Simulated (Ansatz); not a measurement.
An Ansatz input:

```yaml
crystal:
  lattice:
    - [2.75, -1.64, 0.0]
    - [2.75, 1.64, 0.0]
    - [-1.53472, 0.0, 7.11639]
  atoms:
    - { symbol: F, position: [0.968, 0.602, 0.0997] }
    - { symbol: F, position: [0.398, 0.032, 0.4003] }
    - { symbol: F, position: [0.032, 0.398, 0.9003] }
    - { symbol: F, position: [0.602, 0.968, 0.5997] }
hamiltonian:
  xc: pbesol
  pseudopotentials:
    kind: paw
    azcp:
      F: "pseudopotentials/F.paw.azcp"
basis:
  ecutwfc: 420
  fft_grid_basis: typed
kpoints:
  mp_grid: { grid: [6, 6, 3], shift: [0, 0, 0] }
magnetization:
  spin_polarized: false
scf:
  occupations: { method: fermi_dirac, width: 0.05 }
relax:
  max_steps: 60
  f_tol: 0.01
  cell: {}
```

and its output:

```
Warning: the record states the generating functional pbe (its physics header spells it `PBE`), which answers neither for hamiltonian.xc's functional nor for the pbesol family's — results may be inconsistent (PPs are generated against a specific XC)
Engine: ansatz 0.2.0, aarch64-unknown-linux-gnu
Pseudopotentials: kind: paw
Pseudopotential: F, paw, valence charge 7, recommended cutoff 420 eV (normal) 
Functional definition: PBEsol
  exchange = pbesol_x
  correlation = pbesol_c
Crystal: 4 atoms, lattice volume = 64.190 Å³
Basis set: ecut = 420 eV, 1289 PW (Γ), exchange–correlation on 48×48×100 points (8 copies of the dense FFT grid, shifted against one another)
Bands: 18, of which v1, the nominal top of the filled ones, is band 14 counted from 1 (13 counted from 0)
Symmetry: 4 space group operations
Space group: C2/c (ITA 15), of the structure as read, at distance tolerance 4.0e-5 Å
k-points: 34 of 108
Non-local potential: F, projectors of the file, l = 0: 2, l = 1: 2, l = 2: 1
PAW form: soft (Blöchl's): semilocal exchange-correlation on the pseudo side does not see the compensation charge
PAW frozen core: F, regenerated for the run's functional, and the local potential with it (the file was generated under x = pbe(κ = 0.804, μ = 0.2195149727645171), c = pbe(β = 0.06672455060314922))
PAW one-centre angular grid: F, 110 points (default); XC on 64 Gauss nodes
Initial density: superposition of atomic densities (neutral atoms: chi_scale 0, normalization atom), corrected by the library's trained network
Initial wavefunctions: pseudopotential atomic-orbital guess
Functional: x = pbesol(κ = 0.804, μ = 0.12345679012345678), c = pbesol(β = 0.046)
SCF iter   1: F=—  HF=-3190.395469 eV  |F-HF|=—  |Δ(HF+E_count)|=         —  Δρ=9.41e-3  dr2=2.69e-2  ethr=1.77e-3  ⟨swp⟩=3.9  Hψ=2491  notcnv=0
SCF iter   2: F=—  HF=-3190.388248 eV  |F-HF|=—  |Δ(HF+E_count)|=   7.22e-3  Δρ=1.37e-3  dr2=4.96e-4  ethr=9.60e-5  ⟨swp⟩=2.3  Hψ=1382  notcnv=0
SCF iter   3: F=—  HF=-3190.388548 eV  |F-HF|=—  |Δ(HF+E_count)|=   3.00e-4  Δρ=6.72e-4  dr2=6.62e-5  ethr=1.77e-6  ⟨swp⟩=2.1  Hψ=948  notcnv=0
SCF iter   4: F=—  HF=-3190.388755 eV  |F-HF|=—  |Δ(HF+E_count)|=   2.07e-4  Δρ=1.60e-4  dr2=3.85e-6  ethr=2.36e-7  ⟨swp⟩=2.7  Hψ=1139  notcnv=0
iter 5 did not close the SCF: its close was put off for the readings that it lacked (scf_convergence_deferred on its scf_iter line)
SCF iter   5: F=-3190.388776 eV  HF=-3190.388775 eV  |F-HF|=4.51e-7  |Δ(HF+E_count)|=   2.01e-5  Δρ=1.78e-5  dr2=4.80e-8  ethr=1.37e-8  ⟨swp⟩=2.1  Hψ=1039  notcnv=0
SCF iter   6: F=-3190.388776 eV  HF=-3190.388776 eV  |F-HF|=9.76e-10  |Δ(HF+E_count)|=   4.79e-7  Δρ=1.01e-6  dr2=2.07e-10  ethr=1.71e-10  ⟨swp⟩=2.0  Hψ=1987  notcnv=0
SCF 1 converged in 6 iterations: F = -3190.388776 eV  dr2 = 2.07e-10
relax step   1: F+E_penalty+E_count = -3190.38877580 eV  Δ(F+E_penalty+E_count) = +0.000e0 eV  max|allowed force component| = 2.274e0 eV/Å  Δτ_max = 0.0000 Å  P = -5.791 GPa  Ω = 64.190 Å³  (6 SCF iters, dr2 threshold 1.00e-7 eV, accepted)
...
basis re-selected at this cell: Δ(F+E_penalty+E_count) = -2.087e-3 eV, ΔP = +0.023 GPa vs the last step (what re-selecting the basis moved, of the pressure what is left beyond the Pulay correction that the steps carried, after the strain that the cell walked since its last selection, with what the two solves' SCF thresholds leave and, on support functions, any second-order correction that the steps lacked; it is no measure of the basis error at this ecutwfc). This SCF's stress stands 5.54e-2 GPa from its target on what of the cell is left free (relax.cell.stress_tol is 5.00e-2 GPa) and its largest allowed force component is 7.64e-4 eV/Å (relax.f_tol is 1.00e-2 eV/Å): not within both, so this SCF does not close the relaxation
Step failed. What follows is not a result of the run: it is the report of the last solve that finished, which converged after 5 SCF iterations.
Free energy (F): -3190.637825 eV
Harris-Foulkes:  -3190.637825 eV  (|F-HF|=1.64e-11)
Internal energy: -3190.637825 eV  (E = F + TS)
E sigma→0 (E₀):  -3190.637825 eV
Fermi energy:    -2.585176 eV
--- Per-component energies (eV) ---
  E_band       = -347.342236
  E_kinetic    = 806.862541
  E_local      = -3006.337435  (includes V_loc(G=0)·N_el)
  E_nonlocal   = 294.959184
  E_hartree    = 1104.718874
  E_xc         = -307.464946
  E_vxc        = -396.005349  (∫ρ·V_xc dr)
  E_paw        = -769.039370  (= ΣΔE_a)
  E_vpaw       = -256.267071  (= ΣTr[D̂ρ^β])
  E_aug_tail   = 0.008079  (compensation charges beyond the density's cutoff)
  E_ewald      = -1314.514524
  E_core_change = 0.169771  (= ΣΔE_core)
  E_smearing   = -0.000000  (= −TS)
  E_closure    = 0.000000  (closes the sum)
  Σ components = -3190.637825   (vs F -3190.637825, Δ=0.00e0)
--- Forces (eV/Å), atoms counted from 1 ---
  atom   1  F     -0.00016668    -0.00076437    -0.00039421
  atom   2  F      0.00016668    -0.00076437     0.00039421
  atom   3  F      0.00016668     0.00076437     0.00039421
  atom   4  F     -0.00016668     0.00076437    -0.00039421
  max |Σ_I F_I| component: 0.00e0 eV/Å
--- Stress (GPa, compression-positive) ---
        0.036612       0.000000       0.034485
        0.000000       0.032312       0.000000
        0.034484       0.000000      -0.007961
  P = ⅓ Tr σ = 0.0203 GPa (0.203 kbar)
End of that report.
Error: variable-cell relaxation did not converge after 61 `relax_step` rows, as none of its last 15 fresh-basis SCF(s) at a relaxed cell met both thresholds with a finite energy. The last misses `relax.cell.stress_tol`: largest allowed force component 7.64e-4 eV/Å (`relax.f_tol` 1.00e-2 eV/Å), stress off the target on the free part of the cell 5.54e-2 GPa (`relax.cell.stress_tol` 5.00e-2 GPa), F+E_penalty+E_count -3190.63782530 eV. The closest is row 61, whose structure comes with this error. Larger ratio of force or stress to its threshold at each such SCF whose figures are numbers: 8.717, 6.917, 6.065, 4.801, 3.878, 3.238, 2.979, 2.757, 2.591, 2.249, 2.062, 1.746, 1.473, 1.222, 1.108. The dense FFT grid had 24×24×50 points at the cell where the steps before the first such SCF started and, at each such SCF in turn, 24×24×50, 24×24×50, 24×24×48, 24×24×48, 24×24×48, 24×24×48, 24×24×48, 24×24×48, 24×24×48, 24×24×48, 24×24×48, 24×24×48, 24×24×48, 24×24×48, 24×24×48, so 1 of them had another grid than the one listed just before. After the last such SCF `relax.max_steps` ran out. If the threshold ratios fall while the rows' cell is stable, continue in a new run from this error's structure with a larger `relax.max_steps`. Ratios that fall only as the cell collapses won't converge, and for ratios that don't fall see `relax.cell`. Where this run's directory can be resumed (`checkpoint.write`), a resume goes on for up to `relax.max_steps` more
  cell:  # Å, volume = 72.0357 Å³
    - [2.990415432609443, -1.7803105115280748, 0.17225485130553184]
    - [2.990415432609443, 1.7803105115280748, 0.17225485130553184]
    - [-1.2231336987098875, -2.0800067900800092e-17, 6.694896257842648]
  atoms:
    - { symbol: F, position: [0.9217777018923271, 0.5857884116754214, 0.09397781577454246] }
    - { symbol: F, position: [0.41421158832457855, 0.07822229810767282, 0.40602218422545755] }
    - { symbol: F, position: [0.07822229810767284, 0.4142115883245786, 0.9060221842254578] }
    - { symbol: F, position: [0.5857884116754211, 0.9217777018923268, 0.5939778157745423] }
```

The calculation stopped without meeting its thresholds.
